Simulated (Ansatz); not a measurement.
# Run record: TiO2

TiO2 is taken as a measured crystal structure (space group P4_2/mnm), 6 atoms in the cell. Source: COD entry 9007531; the sample's temperature and pressure aren't taken into account, and it need not be the stable phase.

Computed with DFT, PBEsol+U, PAW, plane waves, scalar-relativistic in Ansatz development build ahead of 0.2.0.

The input:

```yaml
crystal:
  lattice:
    - [4.5941, 0.0, 0.0]
    - [0.0, 4.5941, 0.0]
    - [0.0, 0.0, 2.9589]
  atoms:
    - { symbol: Ti, position: [0.0, 0.0, 0.0], spin: 1.0 }
    - { symbol: Ti, position: [0.5, 0.5, 0.5], spin: -1.0 }
    - { symbol: O, position: [0.3057, 0.3057, 0.0] }
    - { symbol: O, position: [0.1943, 0.8057, 0.5] }
    - { symbol: O, position: [0.6943, 0.6943, 0.0] }
    - { symbol: O, position: [0.8057, 0.1943, 0.5] }
magnetization:
  spin_polarized: true
hamiltonian:
  xc: pbesol
  pseudopotentials: { kind: paw }
  hubbard: { sites: [{ species: Ti, l: d, u_eff: 3.5 }] }
basis:
  ecutwfc: 420
kpoints:
  mp_grid: { grid: [4, 4, 7] }
scf:
  occupations: { method: fermi_dirac, width: 0.1 }
  lower_state_search: "off"
output:
  forces: true
  stress: true
```

What the program printed (shortened):

```
Ti: projections on atomic orbitals take those of the free atom [Ne] 3s2 3p6 3d2 4s2, of charge +0.00 (hamiltonian.pseudopotentials.projection_atoms); the dataset's partial waves leave at most 4.1e-7 of an orbital's norm unspanned inside its sphere
O: projections on atomic orbitals take those of the free atom [He] 2s2 2p4, of charge +0.00 (hamiltonian.pseudopotentials.projection_atoms); the dataset's partial waves leave at most 1.9e-8 of an orbital's norm unspanned inside its sphere
Pseudopotentials: kind: paw
Pseudopotential: Ti, paw, valence charge 12, recommended cutoff 420 eV (normal), Ti.paw.azcp
Pseudopotential: O, paw, valence charge 6, recommended cutoff 420 eV (normal), O.paw.azcp
Functional definition: PBEsol
Crystal: 6 atoms, lattice volume = 62.450 Å³
Basis set: ecut = 420 eV, 1217 PW (Γ), exchange–correlation on 64×64×40 points (8 copies of the dense FFT grid, shifted against one another)
Bands: 31, of which v1, the nominal top of the filled ones, is band 24 counted from 1 (23 counted from 0)
Symmetry: 8 space group operations
Space group: Cmmm (ITA 65), of the structure as read, at distance tolerance 4.0e-5 Å
Magnetic group: BNS 136.498 (UNI 1158), of the structure as read, at distance tolerance 4.0e-5 Å
k-points: 28 of 112
Non-local potential: Ti, projectors of the file, l = 0: 3, l = 1: 2, l = 2: 3, l = 3: 1
Non-local potential: O, projectors of the file, l = 0: 2, l = 1: 2, l = 2: 1
PAW frozen core: Ti, regenerated for the run's functional, and the local potential with it (the file was generated under x = pbe(κ = 0.804, μ = 0.2195149727645171), c = pbe(β = 0.06672455060314922))
PAW frozen core: O, regenerated for the run's functional, and the local potential with it (the file was generated under x = pbe(κ = 0.804, μ = 0.2195149727645171), c = pbe(β = 0.06672455060314922))
Initial density: superposition of atomic densities (chi_scale 0.1, normalization cell, long waves kept (reshape's long-wave potential 0.00 eV rms))
Starting moments: Σ|m| = 2 μB on 2 of 6 sites
Starting magnetic order: altermagnet, d-wave, planar spin-momentum locking; spin-degenerate planes through Γ normal to [0 1 0], [1 0 0] of the run's lattice
Initial wavefunctions: pseudopotential atomic-orbital guess
Functional: x = pbesol(κ = 0.804, μ = 0.12345679012345678), c = pbesol(β = 0.046)
SCF iter   1: F=—  HF=-7193.631663 eV  |F-HF|=—  |Δ(HF+E_count)|=         —  Δρ=5.77e-2 (↑5.77e-2 ↓5.77e-2)  dr2=4.07e0  dr2_m=9.90e-1  M=-0.000 μB ∫|m|=0.580 μB  β_m=0.30  ethr=3.10e-3  ⟨swp⟩=5.3  Hψ=6923  notcnv=0
preconditioner: auto → Resta (q_TF=auto, 2.611 Å⁻¹)  ε∞=7.2  [insulator: Δε(μ)=2.435 eV  Ē_g=10.637 eV  σ=0.100 eV  W_gap=1.00  n_scr=18 (ndim 8)  ℏωp=26.6 eV  f_vac=0.000  D(μ)=0.00/eV (n_scr^D=0)  ε∞_Penn≈7.2]
spin=Collinear: Resta preconditioning applied to the charge; magnetization (m = ρ↑ − ρ↓) channel mixes plain (no charge-response kernel on spin).
SCF iter   2: F=—  HF=-7193.391695 eV  |F-HF|=—  |Δ(HF+E_count)|=   2.40e-1  Δρ=3.62e-2 (↑3.62e-2 ↓3.62e-2)  dr2=8.43e-1  dr2_m=4.97e-1  M=-0.000 μB ∫|m|=0.553 μB  β_m=0.30  ethr=3.10e-3  ⟨swp⟩=2.4  Hψ=3218  notcnv=0
SCF iter   3: F=—  HF=-7193.526916 eV  |F-HF|=—  |Δ(HF+E_count)|=   1.35e-1  Δρ=2.62e-2 (↑2.62e-2 ↓2.62e-2)  dr2=3.15e-1  dr2_m=2.77e-1  M=-0.000 μB ∫|m|=0.473 μB  β_m=0.30  ethr=1.76e-3  ⟨swp⟩=2.0  Hψ=2702  notcnv=0
SCF iter   4: F=—  HF=-7193.619233 eV  |F-HF|=—  |Δ(HF+E_count)|=   9.23e-2  Δρ=1.77e-2 (↑1.77e-2 ↓1.77e-2)  dr2=2.96e-2  dr2_m=1.70e-1  M=0.000 μB ∫|m|=0.364 μB  β_m=0.30  ethr=6.57e-4  ⟨swp⟩=2.1  Hψ=2810  notcnv=0
SCF iter   5: F=—  HF=-7193.675962 eV  |F-HF|=—  |Δ(HF+E_count)|=   5.67e-2  Δρ=1.33e-2 (↑1.33e-2 ↓1.33e-2)  dr2=6.55e-3  dr2_m=9.83e-2  M=-0.000 μB ∫|m|=0.302 μB  β_m=0.30  ethr=6.16e-5  ⟨swp⟩=2.5  Hψ=3293  notcnv=0
SCF iter   6: F=—  HF=-7193.716240 eV  |F-HF|=—  |Δ(HF+E_count)|=   4.03e-2  Δρ=1.02e-2 (↑1.02e-2 ↓1.02e-2)  dr2=8.97e-4  dr2_m=5.89e-2  M=-0.000 μB ∫|m|=0.244 μB  β_m=0.30  ethr=1.36e-5  ⟨swp⟩=2.1  Hψ=3006  notcnv=0
SCF iter   7: F=—  HF=-7193.737669 eV  |F-HF|=—  |Δ(HF+E_count)|=   2.14e-2  Δρ=7.87e-3 (↑7.87e-3 ↓7.87e-3)  dr2=5.56e-4  dr2_m=3.53e-2  M=-0.000 μB ∫|m|=0.199 μB  β_m=0.30  ethr=1.87e-6  ⟨swp⟩=2.0  Hψ=2706  notcnv=0
Mixer restart at iter 7: flushing history
spin-set hold released at iteration 7 (site moments contracting): the magnetisation degrees of freedom join the quasi-Newton model from the next iteration; the mixer history was flushed
SCF iter   8: F=—  HF=-7193.750385 eV  |F-HF|=—  |Δ(HF+E_count)|=   1.27e-2  Δρ=6.13e-3 (↑6.13e-3 ↓6.13e-3)  dr2=1.43e-4  dr2_m=2.15e-2  M=-0.000 μB ∫|m|=0.161 μB  β_m=0.63  ethr=1.16e-6  ⟨swp⟩=2.0  Hψ=2888  notcnv=0
SCF iter   9: F=—  HF=-7193.770573 eV  |F-HF|=—  |Δ(HF+E_count)|=   2.02e-2  Δρ=9.29e-4 (↑9.27e-4 ↓9.29e-4)  dr2=1.01e-3  dr2_m=2.33e-4  M=0.000 μB ∫|m|=0.025 μB  β_m=0.60  ethr=2.98e-7  ⟨swp⟩=3.2  Hψ=4189  notcnv=0
SCF iter  10: F=—  HF=-7193.770565 eV  |F-HF|=—  |Δ(HF+E_count)|=   7.74e-6  Δρ=4.32e-4 (↑4.32e-4 ↓4.31e-4)  dr2=5.32e-5  dr2_m=9.23e-5  M=0.000 μB ∫|m|=0.013 μB  β_m=0.79  ethr=2.98e-7  ⟨swp⟩=2.0  Hψ=3194  notcnv=0
SCF iter  11: F=—  HF=-7193.770652 eV  |F-HF|=—  |Δ(HF+E_count)|=   8.68e-5  Δρ=1.47e-4 (↑1.47e-4 ↓1.47e-4)  dr2=5.88e-7  dr2_m=1.21e-5  M=0.000 μB ∫|m|=0.005 μB  β_m=0.90  ethr=1.11e-7  ⟨swp⟩=2.0  Hψ=2798  notcnv=0
SCF iter  12: F=—  HF=-7193.770664 eV  |F-HF|=—  |Δ(HF+E_count)|=   1.23e-5  Δρ=1.93e-5 (↑1.85e-5 ↓1.93e-5)  dr2=7.72e-8  dr2_m=1.82e-7  M=0.000 μB ∫|m|=0.000 μB  β_m=0.93  ethr=2.08e-10  ⟨swp⟩=3.0  Hψ=7611  notcnv=0
iter 13 did not close the SCF: its close was put off for a magnetic moment that had not settled (scf_convergence_deferred on its scf_iter line)
SCF iter  13: F=-7193.770665 eV  HF=-7193.770665 eV  |F-HF|=7.74e-9  |Δ(HF+E_count)|=   9.91e-8  Δρ=4.71e-6 (↑4.71e-6 ↓4.10e-6)  dr2=1.66e-8  dr2_m=6.11e-9  M=0.000 μB ∫|m|=0.000 μB  β_m=0.95  ethr=1.61e-10  ⟨swp⟩=4.0  Hψ=5481  notcnv=0
iter 14 did not close the SCF: its close was put off for a magnetic moment that had not settled (scf_convergence_deferred on its scf_iter line)
SCF iter  14: F=-7193.770665 eV  HF=-7193.770665 eV  |F-HF|=1.83e-9  |Δ(HF+E_count)|=   2.54e-9  Δρ=1.25e-6 (↑1.00e-6 ↓1.25e-6)  dr2=2.73e-9  dr2_m=1.05e-10  M=0.000 μB ∫|m|=0.000 μB  β_m=0.95  ethr=3.46e-11  ⟨swp⟩=2.0  Hψ=5567  notcnv=0
SCF iter  15: F=-7193.770665 eV  HF=-7193.770665 eV  |F-HF|=2.04e-9  |Δ(HF+E_count)|=  3.05e-10  Δρ=1.02e-6 (↑1.02e-6 ↓1.02e-6)  dr2=2.41e-9  dr2_m=5.81e-12  M=0.000 μB ∫|m|=0.000 μB  ethr=5.68e-12  ⟨swp⟩=1.0  Hψ=4592  notcnv=0
WARN: the starting moments were not kept: the SCF closed with an absolute magnetisation of 2.5e-6 μB, where they sum to 2 μB in size (2 sites). That is at most 0.1 of that sum. Measured as dr2_m measures the in/out step, that magnetisation stands 8.9e-13 eV from none, at or under the dr2_threshold of 1.0e-7 eV: it is no larger than a step whose dr2_m would equal this threshold. The system may hold no moment; this SCF shows only that its start led to no more than that. [...]
SCF 1 converged in 15 iterations: F = -7193.770665 eV  dr2 = 2.41e-9
  greatest PAW one-centre occupation: 0.999 electrons in one spin orbital (limit 2), on the Ti atom at site 0 (counted from 0), in its partial waves of l = 0
SCF converged after 15 iterations
Magnetization: 0.0000 μB (24.0000 up, 24.0000 down)
Absolute magnetization: 0.0000 μB (∫|ρ↑−ρ↓|, with the PAW one-centre terms)
Spin contamination: 0.0000 ħ² per cell (⟨S²⟩ above its minimum at these occupations)
Per-site moments (μB) at R_I (Å): [(-4.0876e-7, 0.8022), (4.2564e-7, 0.8022), (1.7659e-8, 0.8022), (-2.9955e-8, 0.8022), (1.7659e-8, 0.8022), (-2.9955e-8, 0.8022)]
Free energy (F): -7193.770665 eV
Harris-Foulkes:  -7193.770665 eV  (|F-HF|=2.04e-9)
Internal energy: -7193.770661 eV  (E = F + TS)
E sigma→0 (E₀):  -7193.770663 eV
Entropy (-TS):   -0.000003 eV (-0.001 meV/atom)
Fermi energy:    10.362481 eV
--- Per-component energies (eV) ---
  E_band       = -395.018486
  E_kinetic    = 1243.864433
  E_local      = -3077.263781  (includes V_loc(G=0)·N_el)
  E_nonlocal   = 197.702698
  E_hartree    = 1164.945090
  E_xc         = -487.490966
  E_vxc        = -620.540650  (∫ρ·V_xc dr)
  E_hubbard    = 5.655146  (on-site DFT+U / exact-exchange correction)
  E_vhub       = 3.895451  (the Hubbard potential's part of the band-sum identity)
  E_paw        = -2647.413643  (= ΣΔE_a)
  E_vpaw       = -472.576518  (= ΣTr[D̂ρ^β])
  E_aug_tail   = 0.010069  (compensation charges beyond the density's cutoff)
  E_ewald      = -3594.199628
  E_core_change = 0.419920  (= ΣΔE_core)
  E_smearing   = -0.000003  (= −TS)
  E_closure    = 0.000000  (closes the sum)
  Σ components = -7193.770665   (vs F -7193.770665, Δ=0.00e0)
--- Forces (eV/Å), atoms counted from 1 ---
  atom   1  Ti     0.00000000     0.00000000     0.00000000
  atom   2  Ti     0.00000000     0.00000000     0.00000000
  atom   3  O     -0.08614824    -0.08614824     0.00000000
  atom   4  O      0.08615291    -0.08615291     0.00000000
  atom   5  O      0.08614824     0.08614824     0.00000000
  atom   6  O     -0.08615291     0.08615291     0.00000000
  max |Σ_I F_I| component: 1.39e-17 eV/Å
--- Stress (GPa, compression-positive) ---
        0.747269       0.000219       0.000000
        0.000219       0.747269       0.000000
        0.000000       0.000000       2.772140
  P = ⅓ Tr σ = 1.4222 GPa (14.222 kbar)
```

The log names the space group Cmmm, not the crystal's P4_2/mnm, as the starting moments make like atoms unequal.

The program warns that the starting moments weren't kept.

The run took 17 s on 2 threads of x86-64 server CPU, with other jobs on the host, peak memory 0.46 GiB.
